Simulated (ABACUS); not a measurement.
GaP: equation of state with PBEsol

**Measured values to compare with.**

From “Phosphorous dimerization in GaP at high pressure”, 2017, arxiv:1709.06667, for a bulk crystal of GaP: bulk modulus 87.5 ± 0.6 GPa.

The system is GaP.

```
CELL_PARAMETERS angstrom
0.00000 2.72525 2.72525
2.72525 0.00000 2.72525
2.72525 2.72525 0.00000
ATOMIC_POSITIONS crystal
Ga 0.00000 0.00000 0.00000
P 0.75000 0.75000 0.75000
```

```yaml
Program: ABACUS 3.10.1
Task: equation of state
Functional: PBEsol
Potentials_or_basis: GBRV ultrasoft 1.5 PBE
Cutoff: 544 eV
Density_cutoff: 4354 eV
Basis: plane waves
k_mesh: 6 × 6 × 6
Occupations: fermi-dirac, width 0.05 eV
Spin: no spin polarisation
Radial_cutoff_of_the_potentials_pseudo_rcut: 10 bohr
SCF_threshold_on_the_density: 1e-08
Max_SCF_steps: 100
Eigensolver: dav
Mixing: broyden
Mixing_share: 0.7
Symmetry_key: 1
Bands: 16
```

```yaml
Equilibrium_volume: 20.14 Å³/atom
Bulk_modulus: 85 GPa
Pressure_derivative_of_the_bulk_modulus: "4.9 (rough: it moves with the points fitted)"
```

Energy against volume, from the lowest point:
```tsv
volume (Å³/atom)	energy (meV/atom)
19.026	16.96
19.836	0.00
20.645	2.00
21.455	18.94
```

All runs of the series together: 110 s on 4 threads of Intel(R) Xeon(R) Platinum 8259CL CPU @ 2.50GHz (Skylake/Cascade Lake) (shared host).

Against the measured bulk modulus of GaP, 87.5 GPa (“Phosphorous dimerization in GaP at high pressure”, 2017, arxiv:1709.06667), the calculated 85 GPa is off by -2.9 %. The fit is for a static lattice scaled at fixed shape and fixed fractional positions.

Caveat: the potentials were made for another functional, which shifts forces and pressure.
